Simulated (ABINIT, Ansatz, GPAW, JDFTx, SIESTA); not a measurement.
CO2: programs and potentials compared

```
O C
1.0
    -1.97473    1.97473    3.01406
     1.97473   -1.97473    3.01406
     1.97473    1.97473   -3.01406
O C
4 2
Direct
  0.88054 0.97488 0.58712
  0.37704 0.29369 0.41978
  0.04505 0.62253 0.91223
  0.69713 0.12298 0.09225
  0.01305 0.00567 0.00484
  0.73942 0.25409 0.49068
```

The cell comes from a database or a generator and needn't be the stable form of this composition.

Atoms were shifted at random by some hundredths of an Å from the given cell, which wasn't relaxed again for these runs.

Alike in all runs: task single point; functional PBEsol; k mesh 9 × 9 × 9; occupations fermi-dirac, width 0.05 eV; no spin polarisation; no spin-orbit coupling. Pressure is positive in compression and, in plane waves, holds the error of the finite cutoff, which Ansatz's Pulay term estimates and takes out.

| program and potentials | plane-wave cutoff (eV) | notes | pressure (GPa) | largest force (eV/Å) | energy over the undisturbed cell (meV/atom) |
| --- | --- | --- | --- | --- | --- |
| Ansatz, Ansatz PAW | 420 | potentials made for PBE, which Ansatz adapts in part; Pulay term of +1.25 GPa included | -4.17 | 3.229 | 42.26 |
| Ansatz, all-electron LAPW, scalar-relativistic | - | - | -3.92 | 3.241 | - |
| GPAW, PAW data sets generated for this functional | 800 | - | -3.75 | 3.289 | - |
| SIESTA, files PseudoDojo sr-pbesol-0.4.1-standard, DZP (energy shift 0.003 Ry) | - | atomic basis | -0.20 | 3.697 | 45.01 |
| ABINIT, PseudoDojo NC SR PBEsol v0.4.1 standard | 1143 | - | -4.32 | 3.230 | - |
| JDFTx, PseudoDojo-SR-PBEsol-0.4.1-standard with smoothed tails | 1143 | - | -4.32 | 3.231 | 42.28 |

Force on atom 4 (O), eV/Å:

| program and potentials | x | y | z |
| --- | --- | --- | --- |
| Ansatz, Ansatz PAW | -2.211 | -0.569 | 2.283 |
| Ansatz, all-electron LAPW, scalar-relativistic | -2.221 | -0.586 | 2.287 |
| GPAW, PAW data sets generated for this functional | -2.255 | -0.627 | 2.311 |
| SIESTA, files PseudoDojo sr-pbesol-0.4.1-standard, DZP (energy shift 0.003 Ry) | -2.521 | -1.077 | 2.480 |
| ABINIT, PseudoDojo NC SR PBEsol v0.4.1 standard | -2.212 | -0.561 | 2.286 |
| JDFTx, PseudoDojo-SR-PBEsol-0.4.1-standard with smoothed tails | -2.212 | -0.561 | 2.287 |

The pressure spans -4.32 (JDFTx, PseudoDojo-SR-PBEsol-0.4.1-standard with smoothed tails) to -0.20 GPa (SIESTA, files PseudoDojo sr-pbesol-0.4.1-standard, DZP (energy shift 0.003 Ry)), with all-electron results at -3.92. The pressure on the cell as given of SIESTA, files PseudoDojo sr-pbesol-0.4.1-standard, DZP (energy shift 0.003 Ry) lies far from the others; the cause wasn't traced. Rows in atomic bases carry the error of their basis and grid, which can be large.

Differences between rows come from potentials, basis sets and numerical settings, since the functional is the same but for its coding. Runs on potential files found faulty are left out.
